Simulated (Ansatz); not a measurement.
# Zr (P6_3/mmc) in Ansatz: settings compared

One crystal, Zr, is run at these levels: revPBE, BLYP, PBEsol; tasks: band structure.

Everything below comes from runs of Ansatz 0.2.0. Logs are shortened: lines on timing, memory, paths and dates and some standing lists are left out, and cuts for length are marked.

## Step 1: The structure

It takes space group P6_3/mmc (No. 194, hexagonal). Conventional cell: a = 3.232 Å, b = 3.232 Å, c = 5.147 Å, α = 90.00°, β = 90.00°, γ = 120.00°. Zr (site symmetry -6m2) is surrounded by 12 Zr at 3.18 to 3.23 Å.

## Step 2: Band structure, revPBE

input.yaml

```yaml
crystal:
  lattice:
    - [3.232, 0.0, 0.0]
    - [-1.616, 2.798994105, 0.0]
    - [0.0, 0.0, 5.147]
  atoms:
    - { symbol: Zr, position: [0.6666666667, 0.3333333333, 0.75] }
    - { symbol: Zr, position: [0.3333333333, 0.6666666667, 0.25] }
kpoints:
  mp_grid: { grid: [9, 9, 5] }
  band_path:
    path:
      - [0.0, 0.0, 0.0]
      - [0.5, 0.0, 0.0]
      - [0.3333333333, 0.3333333333, 0.0]
      - [0.0, 0.0, 0.0]
      - [0.0, 0.0, 0.5]
      - [0.5, 0.0, 0.5]
      - [0.3333333333, 0.3333333333, 0.5]
      - [0.0, 0.0, 0.5]
    npoints: 6
scf:
  occupations: { method: fermi_dirac, width: 0.05 }
hamiltonian:
  xc: revpbe
  pseudopotentials: { kind: all_electron, lapw: { basis_error: 0.001 } }
output:
  forces: true
  stress: true
  eigenvalues: true
```

Potentials or basis: all-electron LAPW, scalar-relativistic.

Run with:

```
$ ansatz run input.yaml --threads 1 --pin off --max-ram 3072MiB --backend cpu --events-out ev --progress --plain --runs-dir out
```

Log:

```text
Warning: RAYON_NUM_THREADS=1 ignored (pool sized by the plan → 1); use --threads N
LAPW: plane waves up to 6.759 Å⁻¹, error target 1.0e-3 eV per atom; small_component_spin mean_spin; Zr in spheres of 1.589 Å, 22 of its electrons in bands, Dirac shells [] (how accurate: hamiltonian.pseudopotentials.lapw.basis_error, Limitations)
Engine: ansatz 0.2.0, aarch64-unknown-linux-gnu
Pseudopotentials: kind: all_electron
Pseudopotential: Zr, LAPW, valence charge 22, lapw/all_electron/scalar/gaussian/Zr, Koelling and Harmon's equation, gaussian nucleus
Functional definition: revPBE
  parameter kappa = 1.245
  parameter beta = 0.06672455060314922
  exchange = pbe_x(kappa = kappa, mu = beta*pi^2/3)
  correlation = pbe_c(beta = beta)
Crystal: 2 atoms, lattice volume = 46.562 Å³
Basis set: ecut = 174.04005096620782 eV, 251 PW (Γ), exchange–correlation at level 2
Bands: 27, of which v1, the nominal top of the filled ones, is band 22 counted from 1 (21 counted from 0)
Symmetry: 24 space group operations
Space group: P63/mmc (ITA 194), of the structure as read, at distance tolerance 3.6e-5 Å
k-points: 36 of 405
Non-local potential: Zr, projectors of the file, none
Initial density: superposition of atomic densities (chi_scale 0.1, normalization cell)
Initial wavefunctions: plane waves of lowest kinetic energy (no species holds an atomic orbital)
Functional: x = revpbe(κ = 1.245, μ = 0.2195149727645171), c = pbe(β = 0.06672455060314922)
iter 1 solved again at ethr=3.55e-4 eV; its pass at ethr=1.00e-1 eV (dr2=1.56e-1 eV) is discarded
SCF iter   1: F=—  HF=-195864.127724 eV  |F-HF|=—  |Δ(HF+E_count)|=         —  Δρ=1.91e-2  dr2=1.57e-1  ethr=3.55e-4  ⟨swp⟩=2.7  Hψ=6465  notcnv=0
preconditioner: auto → Kerker (q_TF=auto, 2.703 Å⁻¹)  [metal: Δε(μ)=0.062 eV  Ē_g=3.784 eV  σ=0.050 eV  W_gap=0.29  n_scr=22 (ndim 8)  ℏωp=15.4 eV  f_vac=0.000  D(μ)=1.55/eV (n_scr^D=10)]
SCF iter   2: F=—  HF=-195863.972441 eV  |F-HF|=—  |Δ(HF+E_count)|=   1.55e-1  Δρ=1.13e-2  dr2=6.36e-2  ethr=3.55e-4  ⟨swp⟩=2.0  Hψ=3168  notcnv=0
SCF iter   3: F=—  HF=-195863.962697 eV  |F-HF|=—  |Δ(HF+E_count)|=   9.74e-3  Δρ=6.10e-3  dr2=2.04e-2  ethr=1.44e-4  ⟨swp⟩=2.0  Hψ=3007  notcnv=0
iter 4 solved again at ethr=3.98e-6 eV; its pass at ethr=4.64e-5 eV (dr2=1.75e-3 eV) is discarded
SCF iter   4: F=—  HF=-195863.961438 eV  |F-HF|=—  |Δ(HF+E_count)|=         —  Δρ=1.68e-3  dr2=1.75e-3  ethr=3.98e-6  ⟨swp⟩=2.0  Hψ=5005  notcnv=0
the basis was enlarged: its passes take 868.0 KiB over the memory plan, 1 of 1 planned eigensolver slots
SCF iter   5: F=—  HF=-195863.961275 eV  |F-HF|=—  |Δ(HF+E_count)|=   1.63e-4  Δρ=4.36e-4  dr2=1.07e-4  ethr=3.98e-6  ⟨swp⟩=2.0  Hψ=3009  notcnv=0
SCF iter   6: F=—  HF=-195863.961283 eV  |F-HF|=—  |Δ(HF+E_count)|=   7.41e-6  Δρ=1.53e-4  dr2=1.37e-5  ethr=2.44e-7  ⟨swp⟩=2.0  Hψ=3009  notcnv=0
SCF iter   7: F=—  HF=-195863.961283 eV  |F-HF|=—  |Δ(HF+E_count)|=   2.35e-7  Δρ=2.23e-5  dr2=3.57e-7  ethr=3.11e-8  ⟨swp⟩=2.0  Hψ=3009  notcnv=0
SCF iter   8: F=-195863.961283 eV  HF=-195863.961283 eV  |F-HF|=5.97e-9  |Δ(HF+E_count)|=   6.23e-9  Δρ=8.50e-6  dr2=3.85e-8  ethr=8.11e-10  ⟨swp⟩=2.1  Hψ=3013  notcnv=0
SCF 1 converged in 8 iterations: F = -195863.961283 eV  dr2 = 3.85e-8
NSCF: frozen V_eff on 43 k-points
SCF converged after 8 iterations
Free energy (F): -195863.961283 eV
Harris-Foulkes:  -195863.961283 eV  (|F-HF|=5.97e-9)
Internal energy: -195863.945373 eV  (E = F + TS)
E sigma→0 (E₀):  -195863.953328 eV
Entropy (-TS):   -0.015910 eV (-7.955 meV/atom)
Fermi energy:    15.848404 eV
--- Per-component energies (eV) ---
  E_band       = -3208.429013
  E_kinetic    = 202311.733281
  E_xc         = -6231.767589
  E_electrostatic = -391943.911065  (all electrons and nuclei)
  E_smearing   = -0.015910  (= −TS)
  E_closure    = 0.000000  (closes the sum)
  E_atoms      = -195849.996148  (free atoms, spherical and without spin; not in F)
  Σ components = -195863.961283   (vs F -195863.961283, Δ=0.00e0)
  Basis errors (estimates in eV, not in F): energy 1.7e-4 per atom: plane waves 1.2e-4 (6.1e-5 summed), levels above the bands 6.9e-20, relativity 4.1e-8, radial functions 4.6e-5, core shells 6.0e-7; eigenvalues (radial functions only) 8.3e-7; not estimated: angular momenta, meshes, grids; target (lapw.basis_error) 1.0e-3; muffin-tin radii Zr 1.589 Å
--- Forces (eV/Å), atoms counted from 1 ---
  atom   1  Zr     0.00000000     0.00000000     0.00000000
  atom   2  Zr    -0.00000000     0.00000000     0.00000000
  max |Σ_I F_I| component: 1.85e-17 eV/Å
--- Stress (GPa, compression-positive) ---
        1.821498       0.000000       0.000000
        0.000000       1.821498       0.000000
        0.000000       0.000000       2.696453
  P = ⅓ Tr σ = 2.1131 GPa (21.131 kbar)
--- Band table (eV; the first three rows and the last of 36) ---
  k-point 0: bands = ["-152.9206", "-152.9206", "-152.9206", "-152.9206", "-152.9189", "-152.9189", "-152.8955", "-152.8955", "-152.8955", "-152.8955", "-33.0148", "-32.8603", "-11.5433", "-10.6772", "-10.6772", "-10.5398", "-10.5362", "-10.5362", "10.1924", "12.8113", "16.7017", "16.7017", "16.8510", "16.9908", "17.3946", "17.3946", "17.9765"]
  k-point 1: bands = ["-152.9206", "-152.9206", "-152.9206", "-152.9206", "-152.9189", "-152.9189", "-152.8955", "-152.8955", "-152.8955", "-152.8955", "-33.0003", "-32.8753", "-11.4532", "-10.6639", "-10.6639", "-10.6421", "-10.5498", "-10.5498", "10.5213", "12.7709", "16.4508", "16.5654", "16.5654", "16.6001", "17.1632", "17.1632", "18.4418"]
  k-point 2: bands = ["-152.9206", "-152.9206", "-152.9206", "-152.9206", "-152.9189", "-152.9189", "-152.8955", "-152.8955", "-152.8955", "-152.8955", "-32.9620", "-32.9143", "-11.2121", "-10.9027", "-10.6288", "-10.6288", "-10.5853", "-10.5853", "11.3858", "12.3461", "15.8527", "16.0711", "16.5221", "16.5221", "16.7579", "16.7579", "19.3494"]
  k-point 35: bands = ["-152.9206", "-152.9206", "-152.9206", "-152.9206", "-152.9189", "-152.9189", "-152.8955", "-152.8955", "-152.8955", "-152.8955", "-32.8432", "-32.8432", "-11.2985", "-11.2985", "-11.1280", "-11.0290", "-10.7125", "-10.7125", "14.3670", "14.4126", "14.4126", "14.6719", "15.8160", "15.8160", "17.6569", "18.2915", "20.2313"]
```

Run time: 8.5 s. Hardware: 1 thread of Arm Neoverse V2, shared host; peak memory 0.29 GiB.

What came out:

| Property | Result |
| --- | --- |
| Free energy | -195863.9613 eV |
| Pressure | 2.1 GPa |
| Band gap along the path | none (metal or under the smearing width) |

Levels at the corners of the path, in eV from the Fermi level:
```csv
point,band 19,band 20,band 21,band 22,band 23,band 24,band 25,band 26
Γ,-5.66,-3.04,0.85,0.85,1.00,1.14,1.55,1.55
M,-2.58,-2.51,-2.15,-0.24,0.53,0.77,1.45,4.87
K,-2.11,-1.38,-1.38,-1.15,0.26,0.26,1.80,4.29
Γ,-5.66,-3.04,0.85,0.85,1.00,1.14,1.55,1.55
A,-3.95,-3.95,0.03,0.03,0.76,0.76,0.76,0.76
L,-2.87,-2.87,-1.07,-1.07,1.60,1.60,2.20,2.20
H,-1.44,-1.44,-1.29,-1.29,-0.05,-0.05,2.03,2.03
A,-3.95,-3.95,0.03,0.03,0.76,0.76,0.76,0.76
```

## Step 3: Band structure, BLYP

Edit input.yaml of step 2 so:

```diff
@@ -24,3 +24,3 @@
 hamiltonian:
-  xc: revpbe
+  xc: blyp
   pseudopotentials: { kind: all_electron, lapw: { basis_error: 0.001 } }
```

Potentials or basis: all-electron LAPW, scalar-relativistic.

Run with:

```
$ ansatz run input.yaml --threads 1 --pin off --max-ram 3072MiB --backend cpu --events-out ev --progress --plain --runs-dir out
```

Run time: 8.8 s. Hardware: 1 thread of Arm Neoverse V2, shared host; peak memory 0.28 GiB.

The run converged. Its results:

```yaml
Free_energy: -195879.5573 eV
Pressure: 3.6 GPa
Band_gap_along_the_path: none (metal or under the smearing width)
```

Stress tensor (GPa, compression positive):
```
3.26 0.00 0.00
0.00 3.26 0.00
0.00 0.00 4.28
```

Levels at the corners of the path, in eV from the Fermi level:
| point | band 18 | band 19 | band 20 | band 21 | band 22 | band 23 | band 24 | band 25 | band 26 | band 27 |
| --- | --- | --- | --- | --- | --- | --- | --- | --- | --- | --- |
| Γ | -26.45 | -5.54 | -3.02 | 0.79 | 0.79 | 0.93 | 1.34 | 1.46 | 1.46 | 2.04 |
| M | -26.55 | -2.57 | -2.48 | -2.13 | -0.11 | 0.47 | 0.77 | 1.42 | 4.74 | 5.14 |
| K | -26.83 | -2.09 | -1.35 | -1.35 | -1.06 | 0.25 | 0.25 | 1.78 | 4.17 | 4.17 |
| Γ | -26.45 | -5.54 | -3.02 | 0.79 | 0.79 | 0.93 | 1.34 | 1.46 | 1.46 | 2.04 |
| A | -26.52 | -3.85 | -3.85 | 0.02 | 0.02 | 0.69 | 0.69 | 0.69 | 0.69 | 3.82 |
| L | -26.68 | -2.84 | -2.84 | -1.09 | -1.09 | 1.74 | 1.74 | 2.13 | 2.13 | 4.97 |
| H | -26.61 | -1.45 | -1.45 | -1.23 | -1.23 | -0.03 | -0.03 | 1.97 | 1.97 | 4.26 |
| A | -26.52 | -3.85 | -3.85 | 0.02 | 0.02 | 0.69 | 0.69 | 0.69 | 0.69 | 3.82 |

## Step 4: Band structure, PBEsol

Edit input.yaml of step 3 so:

```diff
@@ -9,3 +9,3 @@
 kpoints:
-  mp_grid: { grid: [9, 9, 5] }
+  mp_grid: { grid: [7, 7, 4] }
   band_path:
@@ -24,3 +24,3 @@
 hamiltonian:
-  xc: blyp
+  xc: pbesol
   pseudopotentials: { kind: all_electron, lapw: { basis_error: 0.001 } }
```

Potentials or basis: all-electron LAPW, scalar-relativistic.

Run with:

```
$ ansatz run input.yaml --threads 1 --pin off --max-ram 3072MiB --backend cpu --events-out ev --progress --plain --runs-dir out
```

Log:

```text
Warning: RAYON_NUM_THREADS=1 ignored (pool sized by the plan → 1); use --threads N
LAPW: plane waves up to 6.749 Å⁻¹, error target 1.0e-3 eV per atom; small_component_spin mean_spin; Zr in spheres of 1.589 Å, 22 of its electrons in bands, Dirac shells [] (how accurate: hamiltonian.pseudopotentials.lapw.basis_error, Limitations)
[... 3 set-up lines as earlier in the session ...]
Functional definition: PBEsol
  exchange = pbesol_x
  correlation = pbesol_c
Crystal: 2 atoms, lattice volume = 46.562 Å³
Basis set: ecut = 173.545371011028 eV, 251 PW (Γ), exchange–correlation at level 2
Bands: 27, of which v1, the nominal top of the filled ones, is band 22 counted from 1 (21 counted from 0)
[... 2 set-up lines as earlier in the session ...]
k-points: 24 of 196
[... 2 set-up lines as earlier in the session ...]
[... 20 lines left out ...]
E sigma→0 (E₀):  -195743.832058 eV
Entropy (-TS):   -0.021699 eV (-10.849 meV/atom)
Fermi energy:    15.706333 eV
--- Per-component energies (eV) ---
  E_band       = -3214.085064
  E_kinetic    = 202165.343355
  E_xc         = -6109.419479
  E_electrostatic = -391799.745085  (all electrons and nuclei)
  E_smearing   = -0.021699  (= −TS)
  E_closure    = 0.000000  (closes the sum)
  E_atoms      = -195728.168184  (free atoms, spherical and without spin; not in F)
  Σ components = -195743.842907   (vs F -195743.842907, Δ=0.00e0)
  Basis errors (estimates in eV, not in F): energy 1.7e-4 per atom: plane waves 1.3e-4 (6.5e-5 summed), levels above the bands 2.2e-20, relativity 1.8e-8, radial functions 4.3e-5, core shells 6.1e-7; eigenvalues (radial functions only) 8.3e-7; not estimated: angular momenta, meshes, grids; target (lapw.basis_error) 1.0e-3; muffin-tin radii Zr 1.589 Å
--- Forces (eV/Å), atoms counted from 1 ---
  atom   1  Zr     0.00000000    -0.00000000     0.00000000
  atom   2  Zr    -0.00000000     0.00000000     0.00000000
  max |Σ_I F_I| component: 3.70e-17 eV/Å
--- Stress (GPa, compression-positive) ---
       -3.146660      -0.000000       0.000000
       -0.000000      -3.146660       0.000000
        0.000000       0.000000      -3.280026
  P = ⅓ Tr σ = -3.1911 GPa (-31.911 kbar)
--- Band table (eV; the first three rows and the last of 24) ---
  k-point 0: bands = ["-153.0609", "-153.0609", "-153.0609", "-153.0609", "-153.0589", "-153.0589", "-153.0343", "-153.0343", "-153.0343", "-153.0343", "-33.0801", "-32.9236", "-11.6394", "-10.7612", "-10.7612", "-10.6205", "-10.6179", "-10.6179", "9.9747", "12.6043", "16.4998", "16.4998", "16.6551", "16.8277", "17.1950", "17.1950", "17.7721"]
  k-point 1: bands = ["-153.0609", "-153.0609", "-153.0609", "-153.0609", "-153.0589", "-153.0589", "-153.0343", "-153.0343", "-153.0343", "-153.0343", "-33.0575", "-32.9468", "-11.4988", "-10.7793", "-10.7404", "-10.7404", "-10.6391", "-10.6391", "10.4822", "12.5133", "16.0720", "16.2828", "16.3268", "16.3268", "16.8590", "16.8590", "18.4547"]
  k-point 2: bands = ["-153.0609", "-153.0609", "-153.0609", "-153.0609", "-153.0589", "-153.0589", "-153.0343", "-153.0343", "-153.0343", "-153.0343", "-33.0025", "-33.0025", "-11.1480", "-11.1480", "-10.6899", "-10.6899", "-10.6899", "-10.6899", "11.6863", "11.6863", "15.6915", "15.6915", "16.4028", "16.4028", "16.4028", "16.4028", "19.5968"]
  k-point 23: bands = ["-153.0609", "-153.0609", "-153.0609", "-153.0609", "-153.0589", "-153.0589", "-153.0343", "-153.0343", "-153.0343", "-153.0343", "-32.9095", "-32.9095", "-11.4243", "-11.4243", "-11.1179", "-11.1179", "-10.7850", "-10.7850", "13.7648", "13.7648", "14.7962", "14.7962", "15.5864", "15.5864", "17.5852", "17.5852", "20.2594"]
```

bands.tsv:

```text
# k_distance	band_0	band_1	band_2	band_3	band_4	band_5	band_6	band_7	band_8	band_9	band_10	band_11	band_12	band_13	band_14	band_15	band_16	band_17	band_18	band_19	band_20	band_21	band_22	band_23	band_24	band_25	band_26
# fermi_ev = 15.706333
[... 53 lines left out ...]
6.527278	-168.767250	-168.767250	-168.767250	-168.767250	-168.765270	-168.765270	-168.740661	-168.740661	-168.740661	-168.740661	-48.701343	-48.701343	-26.864822	-26.864822	-26.438522	-26.438522	-26.411014	-26.411014	-3.796337	-3.796337	-0.257060	-0.257060	0.640330	0.640330	0.884979	0.884979	3.831171
6.743284	-168.767250	-168.767250	-168.767250	-168.767250	-168.765271	-168.765271	-168.740661	-168.740661	-168.740661	-168.740661	-48.708860	-48.708860	-26.854361	-26.854361	-26.396262	-26.396262	-26.396262	-26.396262	-4.020024	-4.020024	-0.014813	-0.014813	0.696496	0.696496	0.696496	0.696496	3.890486
```

Run time: 7.4 s. Hardware: 1 thread of Arm Neoverse V2, shared host; peak memory 0.26 GiB.

What came out:

```yaml
Free_energy: -195743.8429 eV
Pressure: -3.2 GPa
Band_gap_along_the_path: none (metal or under the smearing width)
```

Stress tensor (GPa, compression positive):
```
-3.15  0.00  0.00
 0.00 -3.15  0.00
 0.00  0.00 -3.28
```

Levels at the corners of the path, in eV from the Fermi level:
| point | band 18 | band 19 | band 20 | band 21 | band 22 | band 23 | band 24 | band 25 | band 26 | band 27 |
| --- | --- | --- | --- | --- | --- | --- | --- | --- | --- | --- |
| Γ | -26.32 | -5.73 | -3.10 | 0.79 | 0.79 | 0.95 | 1.12 | 1.49 | 1.49 | 2.07 |
| M | -26.43 | -2.64 | -2.58 | -2.21 | -0.27 | 0.46 | 0.72 | 1.40 | 4.85 | 5.26 |
| K | -26.71 | -2.17 | -1.41 | -1.41 | -1.20 | 0.20 | 0.20 | 1.73 | 4.27 | 4.27 |
| Γ | -26.32 | -5.73 | -3.10 | 0.79 | 0.79 | 0.95 | 1.12 | 1.49 | 1.49 | 2.07 |
| A | -26.40 | -4.02 | -4.02 | -0.01 | -0.01 | 0.70 | 0.70 | 0.70 | 0.70 | 3.89 |
| L | -26.56 | -2.94 | -2.94 | -1.12 | -1.12 | 1.57 | 1.57 | 2.14 | 2.14 | 5.08 |
| H | -26.49 | -1.51 | -1.51 | -1.34 | -1.34 | -0.08 | -0.08 | 1.97 | 1.97 | 4.34 |
| A | -26.40 | -4.02 | -4.02 | -0.01 | -0.01 | 0.70 | 0.70 | 0.70 | 0.70 | 3.89 |

Caveat: the k mesh is thin for a metal, which can move the energy by tens of meV per atom.

## Step 5: Summary

| level | k mesh | pressure (GPa) |
| --- | --- | --- |
| revPBE | 9 × 9 × 5 | 2.1 |
| BLYP | 9 × 9 × 5 | 3.6 |
| PBEsol | 7 × 7 × 4 | -3.2 |

Alike in all rows: task band structure; potentials or basis all-electron LAPW, scalar-relativistic; no spin polarisation; cell as given; cutoff (eV) 174; smearing fermi-dirac 0.05 eV; basis error allowed 0.001 eV/atom.

The pressure there spans -3.2 GPa (PBEsol) to 3.6 GPa (BLYP); a positive pressure means that this level wants a larger cell, a negative one a smaller.

Caveats: the k mesh is thin for a metal, which can move the energy by tens of meV per atom (some runs).

Compare energies only between runs with the same functional and basis.
